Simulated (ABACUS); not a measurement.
# TiO2 (C2/m) in ABACUS: relaxation of cell and atoms with PBE

Aim: the relaxation of cell and atoms of TiO2 with PBE.

Everything below comes from runs of ABACUS 3.10.1. Logs are shortened: lines on timing, memory, paths and dates and some standing lists are left out, and cuts for length are marked.

## (1) Starting point

The structure is monoclinic, space group C2/m (No. 12). The conventional cell has a = 12.307 Å, b = 3.767 Å, c = 6.616 Å, α = 90.00°, β = 106.95°, γ = 90.00°. Around Ti (site symmetry m) lie 4 O at 1.86 to 1.94 Å. Around Ti (site symmetry m) lie 5 O at 1.78 to 2.03 Å. Around O (site symmetry m) lie 3 Ti at 1.94 to 2.03 Å. O (site symmetry m) is surrounded by 3 Ti at 1.96 to 2.16 Å. O (site symmetry m) has 2 Ti at 1.78 to 1.87 Å as nearest neighbours. Around O (site symmetry m) lie 2 Ti at 1.86 to 1.93 Å.

The cell comes from a database or a generator and needn't be the stable form of this composition.

## (2) Relaxation of cell and atoms, PBE

INPUT

```
INPUT_PARAMETERS
suffix              TiO2
calculation         cell-relax
basis_type          lcao
pseudo_dir          ./
orbital_dir         ./
symmetry            1
dft_functional      pbe
ecutwfc             100
pseudo_rcut         7
nspin               1
nbands              58
ks_solver           genelpa
smearing_method     fd
smearing_sigma      0.00367493
scf_thr             1e-07
scf_nmax            100
mixing_type         broyden
mixing_beta         0.7
cal_force           1
cal_stress          1
out_mul             1
relax_nmax          60
force_thr_ev        0.005
relax_method        cg
out_stru            1
stress_thr          0.5
```

STRU

```
ATOMIC_SPECIES
Ti 47.8670 Ti.upf
O 15.9990 O.upf

NUMERICAL_ORBITAL
Ti_confined-atom_7au_3s2p2d1f.orb
O_confined-atom_6au_2s2p1d.orb

LATTICE_CONSTANT
1.8897261246

LATTICE_VECTORS
6.1535771931 -1.8834685000 0.0000000000
6.1535771931 1.8834685000 0.0000000000
-1.9283261078 0.0000000000 6.3289668713

ATOMIC_POSITIONS
Direct

Ti
0.0
4
0.9000710000 0.9000710000 0.2896020000 1 1 1
0.1952860000 0.1952860000 0.2837620000 1 1 1
0.0999290000 0.0999290000 0.7103980000 1 1 1
0.8047140000 0.8047140000 0.7162380000 1 1 1

O
0.0
8
0.3619310000 0.3619310000 0.2933970000 1 1 1
0.2634885000 0.2634885000 0.6525000000 1 1 1
0.8671885000 0.8671885000 0.9952910000 1 1 1
0.7365115000 0.7365115000 0.3475000000 1 1 1
0.9416475000 0.9416475000 0.6300210000 1 1 1
0.1328115000 0.1328115000 0.0047090000 1 1 1
0.6380690000 0.6380690000 0.7066030000 1 1 1
0.0583525000 0.0583525000 0.3699790000 1 1 1
```

KPT

```
K_POINTS
0
Gamma
6 6 3 0 0 0
```

Potentials or basis: PseudoDojo NC SR 0.4.1 PBE standard, DZP LCAO (the cutoffs set its grid).

Command:

```console
> OMP_NUM_THREADS=1 mpirun -np 4 abacus > log
```

running log:

```text
ABACUS v3.10.1

               Atomic-orbital Based Ab-initio Computation at UStc

 ------------------------------------------------------------------------------------

 READING GENERAL INFORMATION
                           global_out_dir = OUT.TiO2/
                           global_in_card = INPUT
                               pseudo_dir = ./
                              orbital_dir = ./
                                    DSIZE = 4
                                    GSIZE = 1

 READING UNITCELL INFORMATION
                                    ntype = 2
                  lattice constant (Bohr) = 1.88973
              lattice constant (Angstrom) = 1

 READING ATOM TYPE 1
                               atom label = Ti
                      L=0, number of zeta = 3
                      L=1, number of zeta = 2
                      L=2, number of zeta = 2
                      L=3, number of zeta = 1
             number of atom for this type = 4

 READING ATOM TYPE 2
                               atom label = O
                      L=0, number of zeta = 2
                      L=1, number of zeta = 2
                      L=2, number of zeta = 1
             number of atom for this type = 8

                        TOTAL ATOM NUMBER = 12
DIRECT COORDINATES
    atom                   x                   y                   z     mag                  vx                  vy                  vz
taud_Ti1            0.9000710000        0.9000710000        0.2896020000  0.0000        0.0000000000        0.0000000000        0.0000000000
taud_Ti2            0.1952860000        0.1952860000        0.2837620000  0.0000        0.0000000000        0.0000000000        0.0000000000
taud_Ti3            0.0999290000        0.0999290000        0.7103980000  0.0000        0.0000000000        0.0000000000        0.0000000000
taud_Ti4            0.8047140000        0.8047140000        0.7162380000  0.0000        0.0000000000        0.0000000000        0.0000000000
taud_O1            0.3619310000        0.3619310000        0.2933970000  0.0000        0.0000000000        0.0000000000        0.0000000000
taud_O2            0.2634885000        0.2634885000        0.6525000000  0.0000        0.0000000000        0.0000000000        0.0000000000
taud_O3            0.8671885000        0.8671885000        0.9952910000  0.0000        0.0000000000        0.0000000000        0.0000000000
taud_O4            0.7365115000        0.7365115000        0.3475000000  0.0000        0.0000000000        0.0000000000        0.0000000000
taud_O5            0.9416475000        0.9416475000        0.6300210000  0.0000        0.0000000000        0.0000000000        0.0000000000
taud_O6            0.1328115000        0.1328115000        0.0047090000  0.0000        0.0000000000        0.0000000000        0.0000000000
taud_O7            0.6380690000        0.6380690000        0.7066030000  0.0000        0.0000000000        0.0000000000        0.0000000000
taud_O8            0.0583525000        0.0583525000        0.3699790000  0.0000        0.0000000000        0.0000000000        0.0000000000
[... 4 lines left out ...]
 Lattice vectors: (Cartesian coordinate: in unit of a_0)
             +6.15358            -1.88347                  +0
             +6.15358            +1.88347                  +0
             -1.92833                  +0            +6.32897
 Reciprocal vectors: (Cartesian coordinate: in unit of 2 pi/a_0)
           +0.0812536           -0.265468          +0.0247565
           +0.0812536           +0.265468          +0.0247565
                   -0                  -0           +0.158004
 The esolver type has been set to : ksdft_lcao

                PAO radial cut off (Bohr) = 7

 Read in pseudopotential file is Ti.upf
                     pseudopotential type = NC
          exchange-correlation functional = PBE
                 nonlocal core correction = 1
                        valence electrons = 12
                                     lmax = 2
                           number of zeta = 4
                     number of projectors = 6
                           L of projector = 0
[... 5 lines left out ...]
                PAO radial cut off (Bohr) = 7

 Read in pseudopotential file is O.upf
                     pseudopotential type = NC
          exchange-correlation functional = PBE
                 nonlocal core correction = 1
                        valence electrons = 6
                                     lmax = 2
                           number of zeta = 2
                     number of projectors = 5
                           L of projector = 0
                           L of projector = 0
                           L of projector = 1
                           L of projector = 1
                           L of projector = 2
     initial pseudo atomic orbital number = 72

 SETUP THE ELECTRONS NUMBER
            electron number of element Ti = 12
      total electron number of element Ti = 48
             electron number of element O = 6
       total electron number of element O = 48
            AUTOSET number of electrons:  = 96
                           occupied bands = 48
                                   NLOCAL = 208
                                   NBANDS = 58
                                   NBANDS = 58
                                   NLOCAL = 208

%%%%%%%%%%%%%%%%%%%%%%%%%%%%%%%%%%%%%%%%%%%%%%%%%%%%%%%%%%%%%%%%%%%%%%%%%%%%%%%%%%%%%%%%%%%%%%%%%%%%%%%%%%
 Warning: the number of valence electrons in pseudopotential > 4 for Ti: [Ar] 3d2 4s2
 Pseudopotentials with additional electrons can yield (more) accurate outcomes, but may be less efficient.
 If you're confident that your chosen pseudopotential is appropriate, you can safely ignore this warning.
%%%%%%%%%%%%%%%%%%%%%%%%%%%%%%%%%%%%%%%%%%%%%%%%%%%%%%%%%%%%%%%%%%%%%%%%%%%%%%%%%%%%%%%%%%%%%%%%%%%%%%%%%%

 SETUP THE PLANE WAVE BASIS
 energy cutoff for charge/potential (unit:Ry) = 400
            fft grid for charge/potential = [ 80, 80, 80 ]
                        fft grid division = [ 4, 4, 4 ]
        big fft grid for charge/potential = [ 20, 20, 20 ]
                                     nbxx = 2000
[... 25 lines left out ...]

 LATTICE VECTORS: (CARTESIAN COORDINATE: IN UNIT OF A0)
             +6.15358            -1.88347                  +0
             +6.15358            +1.88347                  +0
             -1.92833                  +0            +6.32897
                       right hand lattice = 1
                                   NORM_A = 6.43537
                                   NORM_B = 6.43537
                                   NORM_C = 6.61621
                           ALPHA (DEGREE) = 106.182
                           BETA  (DEGREE) = 106.182
                           GAMMA (DEGREE) = 34.0363

 The lattice vectors have been changed (STRU_SIMPLE.cif)

(for optimal symmetric configuration:)
                             BRAVAIS TYPE = 13
                     BRAVAIS LATTICE NAME = 13. Monoclinic A (base-center)
                                    ibrav = 13
                                    IBRAV = 13
                                  BRAVAIS = BASE CENTERED MONOLINIC CELL
                       LATTICE CONSTANT A = 12.3072
                                B/A RATIO = 0.306077
                                C/A RATIO = 0.987743
                                COS(BETA) = -0.853781
Original cell was already a primitive cell.
                        ROTATION MATRICES = 4
              PURE POINT GROUP OPERATIONS = 4
                   SPACE GROUP OPERATIONS = 4
                                       C2 = 1
                                       C3 = 0
                                       C4 = 0
                                       C6 = 0
                                       S1 = 1
                                       S3 = 0
                                       S4 = 0
                                       S6 = 0
                              POINT GROUP = C_2h
                                       C2 = 1
                                       C3 = 0
                                       C4 = 0
                                       C6 = 0
                                       S1 = 1
                                       S3 = 0
                                       S4 = 0
                                       S6 = 0
               POINT GROUP IN SPACE GROUP = C_2h

 SETUP K-POINTS
                                    nspin = 1
                   Input type of k points = Monkhorst-Pack(Gamma)
                                   nkstot = 108
                       right hand lattice = 1
(for reciprocal lattice: )
                             BRAVAIS TYPE = 13
                     BRAVAIS LATTICE NAME = 13. Monoclinic A (base-center)
                                    ibrav = 13
                       right hand lattice = 1
(for k-lattice: )
                             BRAVAIS TYPE = 13
                     BRAVAIS LATTICE NAME = 13. Monoclinic A (base-center)
                                    ibrav = 13
                       right hand lattice = 1
                        ROTATION MATRICES = 4
                               nkstot_ibz = 34
K-POINTS REDUCTION ACCORDING TO SYMMETRY
     IBZ    DIRECT_X    DIRECT_Y    DIRECT_Z  WEIGHT  ibz2bz
       1  0.00000000  0.00000000  0.00000000  0.0093       0
       2  0.16666667  0.00000000  0.00000000  0.0370       1
       3  0.33333333  0.00000000  0.00000000  0.0370       2
       4  0.50000000  0.00000000  0.00000000  0.0185       3
       5  0.16666667  0.16666667  0.00000000  0.0185       7
       6  0.33333333  0.16666667  0.00000000  0.0370       8
[... 22 lines left out ...]
      29  0.50000000  0.50000000  0.33333333  0.0185      57
      30  0.50000000  0.33333333 -0.33333333  0.0370      58
[... 4 further k points ...]

                               nkstot now = 34
[... K-POINTS DIRECT COORDINATES: 34 rows ...]

           k-point number in this process = 34
       minimum distributed K point number = 34
[... stars of the k points ...]

[... K-POINTS CARTESIAN COORDINATES: 34 rows ...]

[... K-POINTS DIRECT COORDINATES: 34 rows ...]

 SETUP PLANE WAVES FOR WAVE FUNCTIONS
     energy cutoff for wavefunc (unit:Ry) = 100
              fft grid for wave functions = [ 80, 80, 80 ]
                    number of plane waves = 20055
                         number of sticks = 743

 PARALLEL PW FOR WAVE FUNCTIONS
     PROC   COLUMNS(POT)             PW
        1            186           5015
        2            185           5012
        3            186           5014
        4            186           5014
 --------------- sum -------------------
        4            743          20055

 SET NONLOCAL PSEUDOPOTENTIAL PROJECTORS
 SET NONLOCAL PSEUDOPOTENTIAL PROJECTORS
 max number of nonlocal projetors among all species is 6

 -------------------------------------------
 STEP OF RELAXATION : 1
 -------------------------------------------

 SETUP SEARCHING RADIUS FOR PROGRAM TO SEARCH ADJACENT ATOMS
                  longest orb rcut (Bohr) = 7
   longest nonlocal projector rcut (Bohr) = 1.7
                     search radius (Bohr) = 17.4
              searching radius is (Bohr)) = 17.4
         searching radius unit is (Bohr)) = 1.89
                         PeriodicBoundary = 1
                        Radius(unit:lat0) = 9.21
                                   glayer = [ 4, 4, 3 ]
                             glayer_minus = [ 3, 3, 2 ]

Find the coordinate range of the input atom(unit:lat0).
                                  min_tau = [ -40.9, -11.3, -12.6 ]
                                  max_tau = [ 51.3, 11.3, 19 ]
                                BoxNumber = [ 7, 7, 5 ]

 SETUP EXTENDED REAL SPACE GRID FOR GRID INTEGRATION
                          real space grid = [ 80, 80, 80 ]
                 big cell numbers in grid = [ 20, 20, 20 ]
             meshcell numbers in big cell = [ 4, 4, 4 ]
                        extended fft grid = [ 21, 21, 12 ]
                dimension of extened grid = [ 63, 63, 45 ]
                            UnitCellTotal = 75
              Atom number in sub-FFT-grid = 12
    Local orbitals number in sub-FFT-grid = 208
                                ParaV.nnr = 139928
                                 init_chg = atomic

 LCAO ALGORITHM --------------- ION=   1  ELEC=   1--------------------------------

 Density error is 0.17297340302
----------------------------------------------------------
     Energy           Rydberg                 eV
----------------------------------------------------------
 E_KohnSham     -737.8970734157      -10039.6047359773
 E_Harris       -740.3816253909      -10073.4087998173
 E_Fermi        0.3597025185         4.8940038360
----------------------------------------------------------
[... 1424 lines left out ...]
 Lattice vectors: (Cartesian coordinate: in unit of a_0)
            +6.137902           -1.882932           +0.001220
            +6.137902           +1.882932           +0.001220
            -1.922168           +0.000000           +6.328576
 Reciprocal vectors: (Cartesian coordinate: in unit of 2 pi/a_0)
            +0.081456           -0.265543           +0.024741
            +0.081456           +0.265543           +0.024741
            -0.000031           -0.000000           +0.158004

 -------------------------------------------
[... 4 further ionic steps ...]
 STEP OF RELAXATION : 17
 -------------------------------------------

[... set-up of the moved cell ...]

 LCAO ALGORITHM --------------- ION=  17  ELEC=   1--------------------------------
[... 1510 lines left out ...]
 Largest gradient in stress is 0.109058 kbar.
 Threshold is 0.500000 kbar.

 Relaxation is converged!

 --------------------------------------------
 !FINAL_ETOT_IS -10078.9085294504984631 eV
 --------------------------------------------
```

Run time: 8.5 min. Hardware: 4 MPI ranks of Intel Xeon 6975P-C (Granite Rapids), shared host; peak memory 4 GiB.

What came out:

```yaml
Free_energy: -10078.9085 eV
Relaxed_volume: 12.19 Å³/atom
Relaxed_cell: a = 6.421 Å, b = 6.421 Å, c = 6.616 Å, α = 106.17°, β = 106.17°, γ = 34.10°
Space_group_after_relaxing_to_0.05_Å: C2/m (No. 12)
Energy_gained_by_relaxing: 0.2 meV/atom
Ionic_steps: 27
Pressure_after_relaxing: 0.0 GPa
Largest_force_after_relaxing: 0.006 eV/Å
Mulliken_charges: Ti +1.03, +1.04; O -0.53, -0.61, -0.42, -0.52 e
```

Forces on the atoms (eV/Å):
```
Ti  -0.003  0.000  0.000
Ti  -0.004  0.000 -0.005
Ti   0.003  0.000  0.000
Ti   0.004  0.000  0.005
O   -0.004  0.000 -0.001
O    0.003  0.000  0.002
O    0.004  0.000  0.001
O   -0.003  0.000 -0.002
O    0.001  0.000 -0.002
O   -0.004  0.000 -0.001
O    0.004  0.000  0.001
O   -0.001  0.000  0.002
```

The path:
```tsv
step	energy change (eV)	largest force (eV/Å)	pressure (GPa)	volume (Å³)
1	0.0000	0.0765	-0.58	146.71
2	0.0003	0.0997	0.77	145.74
3	-0.0011	0.0591	0.05	146.25
4	-0.0015	0.0676	0.12	146.18
5	-0.0015	0.0736	0.12	146.17
6	-0.0020	0.0289	0.02	146.27
7	-0.0020	0.0327	-0.03	146.30
8	-0.0022	0.0284	-0.03	146.30
9	-0.0023	0.0266	-0.03	146.30
10	-0.0023	0.0248	-0.02	146.30
11	-0.0024	0.0193	0.01	146.28
12	-0.0024	0.0177	0.00	146.28
13	-0.0025	0.0129	-0.01	146.29
14	-0.0025	0.0118	0.00	146.29
15	-0.0025	0.0167	0.03	146.27
16	-0.0026	0.0152	0.02	146.27
17	-0.0026	0.0112	0.01	146.27
18	-0.0026	0.0082	0.01	146.28
19	-0.0026	0.0080	0.00	146.29
20	-0.0026	0.0073	0.00	146.29
21	-0.0026	0.0083	0.00	146.29
22	-0.0026	0.0071	0.00	146.29
23	-0.0026	0.0085	0.00	146.28
24	-0.0026	0.0058	0.00	146.28
25	-0.0027	0.0097	0.01	146.28
26	-0.0027	0.0082	0.01	146.28
27	-0.0027	0.0064	0.00	146.28
```

Final structure:
```cif
data_structure
_symmetry_space_group_name_H-M 'P 1'
_symmetry_Int_Tables_number 1
_cell_length_a 6.4210
_cell_length_b 6.4210
_cell_length_c 6.6161
_cell_angle_alpha 106.171
_cell_angle_beta 106.171
_cell_angle_gamma 34.097
_cell_volume 146.28
loop_
_atom_site_label
_atom_site_type_symbol
_atom_site_fract_x
_atom_site_fract_y
_atom_site_fract_z
_atom_site_occupancy
Ti1 Ti 0.89920 0.89920 0.29045 1
Ti2 Ti 0.19443 0.19443 0.28214 1
Ti3 Ti 0.10080 0.10080 0.70955 1
Ti4 Ti 0.80556 0.80556 0.71786 1
O1 O 0.36128 0.36128 0.29300 1
O2 O 0.26382 0.26382 0.65317 1
O3 O 0.86773 0.86773 0.99639 1
O4 O 0.73618 0.73618 0.34683 1
O5 O 0.94179 0.94179 0.62960 1
O6 O 0.13227 0.13227 0.00361 1
O7 O 0.63872 0.63872 0.70700 1
O8 O 0.05821 0.05821 0.37040 1
```

Caveat: the atomic orbitals were generated for these runs and aren't a published set; Mulliken charges move with the basis; the basis of atomic orbitals isn't converged, which shifts pressures, moduli and gaps.
